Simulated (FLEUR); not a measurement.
# Ti (Im-3m) in FLEUR: notebook

The runs below take Ti through band structure, equation of state, with BLYP.

Everything below comes from runs of FLEUR MaX-R8.1 (later development tree). Logs are shortened: lines on timing, memory, paths and dates and some standing lists are left out, and cuts for length are marked.

**1. The crystal as given**

It takes space group Im-3m (No. 229, cubic). Conventional cell: a = 3.282 Å, b = 3.282 Å, c = 3.282 Å, α = 90.00°, β = 90.00°, γ = 90.00°. Around Ti (site symmetry m-3m) lie 8 Ti at 2.84 Å.

This isn't the form of Ti at room conditions, which is hcp.

**2. Band structure, BLYP**

inp.xml

```xml
<?xml version="1.0" encoding="UTF-8" standalone="no"?>
<fleurInput fleurInputVersion="0.39">
   <comment>
      Ti                                                                                                  
   </comment>
   <calculationSetup>
      <cutoffs Kmax="4.1" Gmax="12.7" GmaxXC="12.7" numbands="0"/>
      <scfLoop itmax="60" minDistance="0.00001" maxIterBroyd="15" imix="Anderson" alpha="0.05" precondParam="0.0" spinf="2.0" sdNocoIR="T"/>
      <coreElectrons ctail="T" frcor="F" kcrel="0" coretail_lmax="0"/>
      <xcFunctional name="LibXC" relativisticCorrections="F">
         <LibXCName exchange="gga_x_b88" correlation="gga_c_lyp"/>
      </xcFunctional>
      <magnetism jspins="1"/>
      <soc l_soc="F" theta="0.0" phi="0.0" spav="F"/>
      <expertModes spex="0" secvar="F"/>
      <geometryOptimization l_f="F" forcealpha="1.0" forcemix="BFGS" epsdisp="0.00001" epsforce="0.00001"/>
      <ldaU l_linMix="F" mixParam="0.05" spinf="1.0"/>
   </calculationSetup>
   <cell>
      <bzIntegration valenceElectrons="12.0" mode="hist" fermiSmearingEnergy="0.00183747">
         <kPointListSelection listName="default-1"/>
         <!-- k-points included here -->
         <xi:include xmlns:xi="http://www.w3.org/2001/XInclude" href="kpts.xml"> </xi:include>
      </bzIntegration>
      <!-- symmetry operations included here -->
      <xi:include xmlns:xi="http://www.w3.org/2001/XInclude" href="sym.xml"> </xi:include>
      <bulkLattice scale="1.0">
         <bravaisMatrix>
            <row-1>   -3.1010405704685997     3.1010405704685997     3.1010405704685997</row-1>
            <row-2>    3.1010405704685997    -3.1010405704685997     3.1010405704685997</row-2>
            <row-3>    3.1010405704685997     3.1010405704685997    -3.1010405704685997</row-3>
         </bravaisMatrix>
      </bulkLattice>
   </cell>
   <atomSpecies>
      <species name="Titanium (Ti)" element="Ti" atomicNumber="22">
         <mtSphere radius="2.49" gridPoints="823" logIncrement="0.015"/>
         <atomicCutoffs lmax="10" lnonsphr="8"/>
         <electronConfig flipSpins="F">
            <coreConfig>(1s1/2) (2s1/2) (2p1/2) (2p3/2)</coreConfig>
            <valenceConfig>(3s1/2) (3p1/2) (3p3/2) (4s1/2) (3d3/2) (3d5/2)</valenceConfig>
            <stateOccupation state="(3d3/2)" spinUp="0.400000" spinDown="0.400000"/>
            <stateOccupation state="(3d5/2)" spinUp="0.600000" spinDown="0.600000"/>
         </electronConfig>
         <energyParameters s="4" p="4" d="3" f="4"/>
         <lo type="SCLO" l="0" n="3" eDeriv="0"/>
         <lo type="SCLO" l="1" n="3" eDeriv="0"/>
         <lo type="SCLO" l="1" n="3" eDeriv="1"/>
         <lo type="SCLO" l="2" n="3" eDeriv="2"/>
         <lo type="SCLO" l="3" n="4" eDeriv="2"/>
      </species>
   </atomSpecies>
   <atomGroups>
      <atomGroup species="Titanium (Ti)">
         <relPos label="                   1">.0000000000 .0000000000 .0000000000</relPos>
         <force calculate="T" relaxXYZ="TTT"/>
      </atomGroup>
   </atomGroups>
   <output dos="F" band="F" slice="F">
      <checks vchk="F" cdinf="F"/>
      <bandDOS minEnergy="-.5*Htr" maxEnergy="0.5*Htr" sigma="0.015" storeEVData="T"/>
      <vacuumDOS vacdos="F" integ="F" star="F" nstars="0" locx1="0.0" locy1="0.0" locx2="0.0" locy2="0.0" nstm="0" tworkf="0.0"/>
      <unfoldingBand unfoldBand="F" supercellX="1" supercellY="1" supercellZ="1"/>
      <plotting iplot="0" polar="F">
         <plot TwoD="T" vec1="  1.0  0.0  0.0" vec2="  0.0  1.0  0.0" vec3="  0.0  0.0  1.0" zero="  0.0  0.0  0.0" file="plot"/>
      </plotting>
      <chargeDensitySlicing numkpt="0" minEigenval="0.0" maxEigenval="0.0" nnne="0" pallst="F"/>
      <specialOutput eonly="F"/>
      <moessbauerParams electricFieldGradient="T" isomerShift="T" coreHyperfine="T" valenceHyperfine="T"/>
      <magneticCircularDichroism mcd="F" energyLo="-10.0" energyUp="0.0"/>
   </output>
  <!-- We include the file relax.xml here to enable relaxations (see documentation) -->
  <xi:include xmlns:xi="http://www.w3.org/2001/XInclude" href="relax.xml"> <xi:fallback/> </xi:include>
</fleurInput>
```

crystal.txt

```
Ti
&input cartesian=F /
-1.6410000000  1.6410000000  1.6410000000
1.6410000000  -1.6410000000  1.6410000000
1.6410000000  1.6410000000  -1.6410000000
1.8897261246
1.0 1.0 1.0

1
22 0.0000000000  0.0000000000  0.0000000000

&kpt div1=11 div2=11 div3=11 gamma=T /
```

inp.xml (bands)

```
<?xml version="1.0" encoding="UTF-8" standalone="no"?>
<fleurInput fleurInputVersion="0.39">
   <comment>
      Ti                                                                                                  
   </comment>
   <calculationSetup>
      <cutoffs Kmax="4.1" Gmax="12.7" GmaxXC="12.7" numbands="0"/>
      <scfLoop itmax="60" minDistance="0.00001" maxIterBroyd="15" imix="Anderson" alpha="0.05" precondParam="0.0" spinf="2.0" sdNocoIR="T"/>
      <coreElectrons ctail="T" frcor="F" kcrel="0" coretail_lmax="0"/>
      <xcFunctional name="LibXC" relativisticCorrections="F">
         <LibXCName exchange="gga_x_b88" correlation="gga_c_lyp"/>
      </xcFunctional>
      <magnetism jspins="1"/>
      <soc l_soc="F" theta="0.0" phi="0.0" spav="F"/>
      <expertModes spex="0" secvar="F"/>
      <geometryOptimization l_f="F" forcealpha="1.0" forcemix="BFGS" epsdisp="0.00001" epsforce="0.00001"/>
      <ldaU l_linMix="F" mixParam="0.05" spinf="1.0"/>
   </calculationSetup>
   <cell>
      <bzIntegration valenceElectrons="12.0" mode="hist" fermiSmearingEnergy="0.00183747">
         <kPointListSelection listName="path-1"/>
         <!-- k-points included here -->
         <xi:include xmlns:xi="http://www.w3.org/2001/XInclude" href="kpts.xml"> </xi:include>
      </bzIntegration>
      <!-- symmetry operations included here -->
      <xi:include xmlns:xi="http://www.w3.org/2001/XInclude" href="sym.xml"> </xi:include>
      <bulkLattice scale="1.0">
         <bravaisMatrix>
            <row-1>   -3.1010405704685997     3.1010405704685997     3.1010405704685997</row-1>
            <row-2>    3.1010405704685997    -3.1010405704685997     3.1010405704685997</row-2>
            <row-3>    3.1010405704685997     3.1010405704685997    -3.1010405704685997</row-3>
         </bravaisMatrix>
      </bulkLattice>
   </cell>
   <atomSpecies>
      <species name="Titanium (Ti)" element="Ti" atomicNumber="22">
         <mtSphere radius="2.49" gridPoints="823" logIncrement="0.015"/>
         <atomicCutoffs lmax="10" lnonsphr="8"/>
         <electronConfig flipSpins="F">
            <coreConfig>(1s1/2) (2s1/2) (2p1/2) (2p3/2)</coreConfig>
            <valenceConfig>(3s1/2) (3p1/2) (3p3/2) (4s1/2) (3d3/2) (3d5/2)</valenceConfig>
            <stateOccupation state="(3d3/2)" spinUp="0.400000" spinDown="0.400000"/>
            <stateOccupation state="(3d5/2)" spinUp="0.600000" spinDown="0.600000"/>
         </electronConfig>
         <energyParameters s="4" p="4" d="3" f="4"/>
         <lo type="SCLO" l="0" n="3" eDeriv="0"/>
         <lo type="SCLO" l="1" n="3" eDeriv="0"/>
         <lo type="SCLO" l="1" n="3" eDeriv="1"/>
         <lo type="SCLO" l="2" n="3" eDeriv="2"/>
         <lo type="SCLO" l="3" n="4" eDeriv="2"/>
      </species>
   </atomSpecies>
   <atomGroups>
      <atomGroup species="Titanium (Ti)">
         <relPos label="                   1">.0000000000 .0000000000 .0000000000</relPos>
         <force calculate="T" relaxXYZ="TTT"/>
      </atomGroup>
   </atomGroups>
   <output dos="F" band="T" slice="F">
      <checks vchk="F" cdinf="F"/>
      <bandDOS minEnergy="-.5*Htr" maxEnergy="0.5*Htr" sigma="0.015" storeEVData="T"/>
      <vacuumDOS vacdos="F" integ="F" star="F" nstars="0" locx1="0.0" locy1="0.0" locx2="0.0" locy2="0.0" nstm="0" tworkf="0.0"/>
      <unfoldingBand unfoldBand="F" supercellX="1" supercellY="1" supercellZ="1"/>
      <plotting iplot="0" polar="F">
         <plot TwoD="T" vec1="  1.0  0.0  0.0" vec2="  0.0  1.0  0.0" vec3="  0.0  0.0  1.0" zero="  0.0  0.0  0.0" file="plot"/>
      </plotting>
      <chargeDensitySlicing numkpt="0" minEigenval="0.0" maxEigenval="0.0" nnne="0" pallst="F"/>
      <specialOutput eonly="F"/>
      <moessbauerParams electricFieldGradient="T" isomerShift="T" coreHyperfine="T" valenceHyperfine="T"/>
      <magneticCircularDichroism mcd="F" energyLo="-10.0" energyUp="0.0"/>
   </output>
  <!-- We include the file relax.xml here to enable relaxations (see documentation) -->
  <xi:include xmlns:xi="http://www.w3.org/2001/XInclude" href="relax.xml"> <xi:fallback/> </xi:include>
</fleurInput>
```

Potentials or basis: all-electron, FLAPW.

Started as:

```console
$ inpgen -f crystal.txt -profile fastHighL
$ # inp.xml edited to the form shown
$ fleur_MPI
$ fleur_MPI   # second run, on inp.xml (bands)
```

Log:

```text
Welcome to FLEUR        (www.flapw.de)
      MaX-Release 8.1          (www.max-centre.eu)
 func_ids         131         106         131         106
The functional 'Becke 88' is an exchange functional, it belongs to the 'GGA' family and is defined in the reference(s):
[1] A. D. Becke.,  Phys. Rev. A 38, 3098 (1988)
The functional 'Lee, Yang & Parr' is a correlation functional, it belongs to the 'GGA' family and is defined in the reference(s):
[1] C. Lee, W. Yang, and R. G. Parr.,  Phys. Rev. B 37, 785 (1988)
[2] B. Miehlich, A. Savin, H. Stoll, and H. Preuss.,  Chem. Phys. Lett. 157, 200 (1989)
 Using same functional for VXC and EXC

 ========== k-point set info ==========
 Selected k-point list: default-1
 k-point list type: mesh
 11 x 11 x 11
 Number of k points: 56

 ------------Calculation Setup---------------------------
 Number of MPI-tasks      :            1
 Number of PE/node        :            1
 Number of OMP-threads    :            1
 Most efficient MPI parallelization for:
           1           2           4           7           8          14          28          56
 Additional eigenvalue parallelization possible
 Number of basis functions:          183
 Approximate size of matrices (H+S) per k-point:         0.000 GB
 --------------------------------------------------------
 Iteration:     1   Distance:      15.84512396 me/bohr^3
 Iteration:     2   Distance:      15.00116848 me/bohr^3
 Iteration:     3   Distance:       2.41793518 me/bohr^3
 Iteration:     4   Distance:       0.64327431 me/bohr^3
 Iteration:     5   Distance:       0.57071641 me/bohr^3
 Iteration:     6   Distance:       0.02837662 me/bohr^3
 Iteration:     7   Distance:       0.03577748 me/bohr^3
 Iteration:     8   Distance:       0.00385843 me/bohr^3
 Iteration:     9   Distance:       0.00312859 me/bohr^3
 Iteration:    10   Distance:       0.00048642 me/bohr^3
 Iteration:    11   Distance:       0.00003544 me/bohr^3
 Iteration:    12   Distance:       0.00002172 me/bohr^3
 Iteration:    13   Distance:       0.00000191 me/bohr^3

 ********************************************************************
 Run finished successfully
 Stop message:
   all done
 ********************************************************************
```

Run time: 9.2 s. Hardware: 1 thread of Intel Xeon Platinum 8488C (Sapphire Rapids), shared host; peak memory 0.07 GiB.

Results:

* Free energy: -23239.7280 eV
* Band gap along the path: none (metal or under the smearing width)
* Valence electrons inside the program's atomic spheres: Ti 10.59 (radii Ti 2.49 bohr)

Levels at the corners of the path, in eV from the Fermi level:
| point | band 2 | band 3 | band 4 | band 5 | band 6 | band 7 | band 8 | band 9 | band 10 |
| --- | --- | --- | --- | --- | --- | --- | --- | --- | --- |
| Γ | -32.37 | -32.37 | -32.37 | -5.75 | 0.92 | 0.92 | 0.92 | 2.63 | 2.63 |
| H | -32.82 | -32.82 | -32.82 | -2.04 | -2.04 | 3.77 | 3.77 | 3.77 | 8.38 |
| N | -33.02 | -32.58 | -32.38 | -2.37 | -0.41 | 1.27 | 2.62 | 2.95 | 4.11 |
| Γ | -32.37 | -32.37 | -32.37 | -5.75 | 0.92 | 0.92 | 0.92 | 2.63 | 2.63 |
| P | -32.69 | -32.69 | -32.69 | -0.57 | -0.57 | -0.57 | 3.01 | 3.01 | 8.99 |
| H | -32.82 | -32.82 | -32.82 | -2.04 | -2.04 | 3.77 | 3.77 | 3.77 | 8.38 |
| P | -32.69 | -32.69 | -32.69 | -0.57 | -0.57 | -0.57 | 3.01 | 3.01 | 8.99 |
| N | -33.02 | -32.58 | -32.38 | -2.37 | -0.41 | 1.27 | 2.62 | 2.95 | 4.11 |

Core levels (eV from the Fermi level):
| atom | levels |
| --- | --- |
| 1 Ti | 1s1/2 -4863.9, 2s1/2 -530.7, 2p1/2 -442.1, 2p3/2 -436.3 |

**3. Equation of state, BLYP, 16.62 Å³/atom (volume scaled by 0.94)**

inp.xml, as its differences from that of step 2:

```diff
@@ -26,3 +26,3 @@
       <xi:include xmlns:xi="http://www.w3.org/2001/XInclude" href="sym.xml"> </xi:include>
-      <bulkLattice scale="1.0">
+      <bulkLattice scale="0.9795861087">
          <bravaisMatrix>
@@ -36,3 +36,3 @@
       <species name="Titanium (Ti)" element="Ti" atomicNumber="22">
-         <mtSphere radius="2.49" gridPoints="823" logIncrement="0.015"/>
+         <mtSphere radius="2.44" gridPoints="823" logIncrement="0.015"/>
          <atomicCutoffs lmax="10" lnonsphr="8"/>
```

Potentials or basis: all-electron, FLAPW.

Started as:

```console
$ inpgen -f crystal.txt -profile fastHighL
$ # inp.xml edited to the form shown
$ fleur_MPI
```

Log:

```text
Welcome to FLEUR        (www.flapw.de)
      MaX-Release 8.1          (www.max-centre.eu)
 func_ids         131         106         131         106
The functional 'Becke 88' is an exchange functional, it belongs to the 'GGA' family and is defined in the reference(s):
[1] A. D. Becke.,  Phys. Rev. A 38, 3098 (1988)
The functional 'Lee, Yang & Parr' is a correlation functional, it belongs to the 'GGA' family and is defined in the reference(s):
[1] C. Lee, W. Yang, and R. G. Parr.,  Phys. Rev. B 37, 785 (1988)
[2] B. Miehlich, A. Savin, H. Stoll, and H. Preuss.,  Chem. Phys. Lett. 157, 200 (1989)
 Using same functional for VXC and EXC

 ========== k-point set info ==========
 Selected k-point list: default-1
 k-point list type: mesh
 11 x 11 x 11
 Number of k points: 56

 ------------Calculation Setup---------------------------
 Number of MPI-tasks      :            1
 Number of PE/node        :            1
 Number of OMP-threads    :            1
 Most efficient MPI parallelization for:
           1           2           4           7           8          14          28          56
 Additional eigenvalue parallelization possible
 Number of basis functions:          175
 Approximate size of matrices (H+S) per k-point:         0.000 GB
 --------------------------------------------------------
 Iteration:     1   Distance:      16.34876483 me/bohr^3
 Iteration:     2   Distance:      15.48119251 me/bohr^3
 Iteration:     3   Distance:       2.24334391 me/bohr^3
 Iteration:     4   Distance:       0.69133115 me/bohr^3
 Iteration:     5   Distance:       1.50466822 me/bohr^3
 Iteration:     6   Distance:       0.04556873 me/bohr^3
 Iteration:     7   Distance:       0.07674988 me/bohr^3
 Iteration:     8   Distance:       0.00379776 me/bohr^3
 Iteration:     9   Distance:       0.00256027 me/bohr^3
 Iteration:    10   Distance:       0.00022339 me/bohr^3
 Iteration:    11   Distance:       0.00005692 me/bohr^3
 Iteration:    12   Distance:       0.00000755 me/bohr^3

 ********************************************************************
 Run finished successfully
 Stop message:
   all done
 ********************************************************************
```

out.xml (last iteration):

```text
<iteration numberForCurrentRun="   12" overallNumber="   12">
         <energyParameters units="Htr">
            <atomicEP atomType="1" spin="1" branch="4s" branchLowest="-1.68" branchHighest="2.13" value="0.2763206823"/>
            <atomicEP atomType="1" spin="1" branch="4p" branchLowest="-0.78" branchHighest="2.61" value="0.3901102842"/>
            <atomicEP atomType="1" spin="1" branch="3d" branchLowest="-9.99" branchHighest="0.62" value="0.3876611517"/>
[... 68 lines left out ...]
            </atomTypeDependentContributions>
            <tkbTimesEntropy value="0.0006582620"/>
            <freeEnergy value="-854.0435256340"/>
            <extrapolationTo0K value="-854.0431965030"/>
         </totalEnergy>
         <densityConvergence units="me/bohr^3">
            <chargeDensity spin="1" distance="0.0000075469"/>
         </densityConvergence>
      </iteration>
```

Wall time 6.8 s (1 thread of Intel Xeon Platinum 8488C (Sapphire Rapids), shared host); peak memory 0.08 GiB.

Results:

```yaml
Free_energy: -23239.7082 eV
Band_gap_on_the_k_mesh: none (metal or under the smearing width)
Valence_electrons_inside_the_program's_atomic_spheres: Ti 10.56 (radii Ti 2.44 bohr)
```

**4. Equation of state, BLYP, 16.97 Å³/atom (volume scaled by 0.96)**

inp.xml, as its differences from that of step 3:

```diff
@@ -26,3 +26,3 @@
       <xi:include xmlns:xi="http://www.w3.org/2001/XInclude" href="sym.xml"> </xi:include>
-      <bulkLattice scale="0.9795861087">
+      <bulkLattice scale="0.9864848297">
          <bravaisMatrix>
```

Started as:

```console
$ inpgen -f crystal.txt -profile fastHighL
$ # inp.xml edited to the form shown
$ fleur_MPI
```

Wall time 7.5 s (1 thread of Intel Xeon Platinum 8488C (Sapphire Rapids), shared host); peak memory 0.08 GiB.

It converged, with:

| Quantity | Value |
| --- | --- |
| Free energy | -23239.7198 eV |
| Band gap on the k mesh | none (metal or under the smearing width) |
| Valence electrons inside the program's atomic spheres | Ti 10.53 (radii Ti 2.44 bohr) |

**5. Equation of state, BLYP, 17.68 Å³/atom**

inp.xml, as its differences from that of step 4:

```diff
@@ -26,3 +26,3 @@
       <xi:include xmlns:xi="http://www.w3.org/2001/XInclude" href="sym.xml"> </xi:include>
-      <bulkLattice scale="0.9864848297">
+      <bulkLattice scale="1.0000000000">
          <bravaisMatrix>
```

Started as:

```console
$ inpgen -f crystal.txt -profile fastHighL
$ # inp.xml edited to the form shown
$ fleur_MPI
```

Run time: 7.7 s. Hardware: 1 thread of Intel Xeon Platinum 8488C (Sapphire Rapids), shared host; peak memory 0.08 GiB.

The run converged. Its results:

| Item | Value |
| --- | --- |
| Free energy | -23239.7277 eV |
| Band gap on the k mesh | none (metal or under the smearing width) |
| Valence electrons inside the program's atomic spheres | Ti 10.48 (radii Ti 2.44 bohr) |

**6. Equation of state, BLYP, 18.38 Å³/atom (volume scaled by 1.04)**

inp.xml, as its differences from that of step 5:

```diff
@@ -26,3 +26,3 @@
       <xi:include xmlns:xi="http://www.w3.org/2001/XInclude" href="sym.xml"> </xi:include>
-      <bulkLattice scale="1.0000000000">
+      <bulkLattice scale="1.0131594038">
          <bravaisMatrix>
```

Potentials or basis: all-electron, FLAPW.

Started as:

```console
$ inpgen -f crystal.txt -profile fastHighL
$ # inp.xml edited to the form shown
$ fleur_MPI
```

It took 8 s on 1 thread of Intel Xeon Platinum 8488C (Sapphire Rapids), shared host; peak memory 0.08 GiB.

Results (log left out):

```
Free energy                                           : -23239.7181 eV
Band gap on the k mesh                                : none (metal or under the smearing width)
Valence electrons inside the program's atomic spheres : Ti 10.43 (radii Ti 2.44 bohr)
```

**7. Equation of state, BLYP, 18.74 Å³/atom (volume scaled by 1.06)**

inp.xml, as its differences from that of step 6:

```diff
@@ -26,3 +26,3 @@
       <xi:include xmlns:xi="http://www.w3.org/2001/XInclude" href="sym.xml"> </xi:include>
-      <bulkLattice scale="1.0131594038">
+      <bulkLattice scale="1.0196128224">
          <bravaisMatrix>
```

Started as:

```console
$ inpgen -f crystal.txt -profile fastHighL
$ # inp.xml edited to the form shown
$ fleur_MPI
```

It took 8.5 s on 1 thread of Intel Xeon Platinum 8488C (Sapphire Rapids), shared host; peak memory 0.08 GiB.

Results (log left out):

```yaml
Free_energy: -23239.7074 eV
Band_gap_on_the_k_mesh: none (metal or under the smearing width)
Valence_electrons_inside_the_program's_atomic_spheres: Ti 10.41 (radii Ti 2.44 bohr)
```

**8. Equation of state, BLYP**

Potentials or basis: all-electron, FLAPW.

No new run: the results of the series are fitted here.

Results:

| Property | Result |
| --- | --- |
| Equilibrium volume | 17.62 Å³/atom |
| Bulk modulus | 101 GPa |
| Pressure derivative of the bulk modulus | 2.9 (rough: it moves with the points fitted) |

Energy against volume, from the lowest point:
```csv
volume (Å³/atom),energy (meV/atom)
16.616,19.45
16.969,7.93
17.676,0.00
18.383,9.63
18.737,20.31
```
